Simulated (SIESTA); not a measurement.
# ZnSe (Stilleite) under changes of volume

One of the cells (22.757 Å³/atom); the others are scaled copies at fixed shape and fractional positions:

```
Se Zn
1.0
     0.00000    2.83380    2.83380
     2.83380    0.00000    2.83380
     2.83380    2.83380    0.00000
Se Zn
1 1
Direct
  0.75000 0.75000 0.75000
  0.00000 0.00000 0.00000
```

```yaml
Program: SIESTA 5.4.2
Functional: PBEsol
Potentials_or_basis: PseudoDojo 0.4 standard (PBEsol files)
Basis: DZP (energy shift 0.003 Ry; two zetas on semicore shells)
Grid_cutoff: 800 Ry
Energy_shift: 0.003 Ry
k_mesh: 8 × 8 × 8
Occupations: fermi-dirac, width 0.05 eV
Spin: no spin polarisation
```

```csv
volume (Å³/atom),energy over the lowest point (meV/atom),pressure (GPa),gap on the mesh (eV)
21.391,?,?,?
21.846,4.30,2.3,1.69
22.301,0.00,0.7,1.58
22.757,0.15,-0.8,1.47
23.212,4.24,-2.0,1.37
23.667,11.37,-3.0,1.27
24.122,21.26,-4.0,1.18
```

What does the run at 21.391 Å³/atom give?

Energy over the lowest point 13.25 meV/atom; pressure 4.0 GPa; gap on the mesh 1.81 eV.

Worked out: A Birch-Murnaghan fit of order 3 (a polynomial in V^(-2/3)) to the other rows has its minimum at 22.50 Å³/atom with B0 = V·E''(V) = 73 GPa and B' = 7.4. It gives 13.95 meV/atom at 21.391 Å³/atom, against the run's 13.25, and -dE/dV = 4.4 GPa, against 4.0. A straight line through the other rows of the gap, of slope -5.16 eV per unit of ln V (its deformation potential), extrapolates to 1.79 eV, against the run's 1.81.

Energies are extrapolated to zero smearing.

Caveats: short orbitals over semicore shells can move pressures by several GPa; the valence orbitals were made in a potential fitted to the semicore shell under them, which widens gaps by tenths of an eV or more; the basis of atomic orbitals isn't converged, which shifts pressures, moduli and gaps.

A mesh can miss the band edges. Spin-orbit coupling on Se is left out.
